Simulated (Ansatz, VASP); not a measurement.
## NbN: VASP beside Ansatz

```
CELL_PARAMETERS angstrom
3.09748 0.00000 0.00000
-1.54874 2.68250 0.00000
0.00000 0.00000 23.32270
ATOMIC_POSITIONS crystal
Nb 0.33333 0.66667 0.36445
Nb 0.00000 0.00000 0.47289
Nb 0.66667 0.33333 0.58616
N 0.66667 0.33333 0.41867
N 0.33333 0.66667 0.52638
N 0.00000 0.00000 0.62464
```

Alike in both runs: functional PBEsol; k mesh 9 × 9 × 1; occupations gaussian, width 0.1 eV; no spin polarisation.

Ansatz relaxed the structure, and its values are those at the end. VASP's run is a single point on that final structure, the one shown.

|  | VASP | Ansatz |
| --- | --- | --- |
| version | VASP 6.6.1 | Ansatz 0.2.0 |
| potentials or method | VASP PAW PBE potentials, release 64 (Nb_sv, N) | scalar-relativistic, plane waves, PAW |
| plane-wave cutoff (eV) | 520 | 420 |
| valence electrons in the cell | 54 | 54 |

```tsv
	VASP	Ansatz	Ansatz less VASP
gap on the k mesh at the Fermi level (eV)	none	none	-
rms of the force components (eV/Å)	0.436	0.432	-0.0039
work function, face that differs most (eV)	5.72	5.71	-0.007
```

A gap of «none» marks a metal or a gap that the smearing closes.

Caveats: the PAW data sets were made with another functional, which shifts forces and pressure a little (VASP).
